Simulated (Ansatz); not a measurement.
# TiTe: relaxation of cell and atoms with PBEsol

Crystal: TiTe.

```
Ti Te
1.0
     3.63109    0.00000    0.00000
     0.00000    3.63109    0.00000
     0.00000    0.00000    3.63109
Ti Te
1 1
Direct
  0.00000 0.00000 0.00000
  0.50000 0.50000 0.50000
```

The cell comes from a database or a generator and needn't be the stable form of this composition.

```
Program               : Ansatz 0.2.0
Task                  : relaxation of cell and atoms
Functional            : PBEsol
Potentials or basis   : Ansatz PAW
Cutoff                : 420 eV (not typed: the program's choice for these potentials)
k mesh                : 7 × 7 × 7
Occupations           : fermi-dirac, width 0.05 eV
Spin                  : no spin polarisation
Target pressure       : 20 GPa
Target pressure (GPa) : 20
```

- Relaxed volume: 16.79 Å³/atom
- Relaxed cell: a = 3.226 Å, b = 3.226 Å, c = 3.226 Å, α = 90.00°, β = 90.00°, γ = 90.00°
- Space group after relaxing (to 0.05 Å): Pm-3m (No. 221)
- Energy change on relaxing (the enthalpy is what falls): -117.7 meV/atom
- Ionic steps: 6
- Pressure after relaxing: 20.0 GPa
- Band gap on the k mesh: none (metal or under the smearing width)

The path:
| step | energy change (eV) | largest force (eV/Å) | volume (Å³) |
| --- | --- | --- | --- |
| 1 | 0.0000 | 0.0000 | 47.88 |
| 2 | -0.4547 | 0.0000 | 41.21 |
| 3 | -0.3967 | 0.0000 | 35.19 |
| 4 | -0.1649 | 0.0000 | 33.03 |
| 5 | -0.2375 | 0.0000 | 33.57 |
| 6 | -0.2353 | 0.0000 | 33.57 |

Final structure:
```yaml
crystal:
  lattice:
    - [3.22602, 0.00000, 0.00000]
    - [0.00000, 3.22602, 0.00000]
    - [0.00000, 0.00000, 3.22602]
  atoms:
    - { symbol: Ti, position: [0.00000, 0.00000, 0.00000] }
    - { symbol: Te, position: [0.50000, 0.50000, 0.50000] }
```

Levels at points of the mesh, in eV from the Fermi level:
| k point | band 11 | band 12 | band 13 | band 14 | band 15 | band 16 | band 17 | band 18 |
| --- | --- | --- | --- | --- | --- | --- | --- | --- |
| (0.00, 0.00, 0.00) | -1.93 | -1.93 | -0.72 | -0.72 | -0.72 | 1.49 | 1.49 | 1.49 |

Run time: 5 s on 2 threads of Arm Neoverse V1, on a shared host, peak memory 0.32 GiB.

Caveat: the volume moved by over 15 % at a fixed basis, so the end points are rough; the plane-wave basis is chosen anew once the cell has moved, so the energies of steps on either side of that aren't comparable; the PAW data sets come from PBE, with cores solved anew for the run's functional, which leaves a small shift of forces and pressure. Spin-orbit coupling is left out, which matters for the levels of Te.
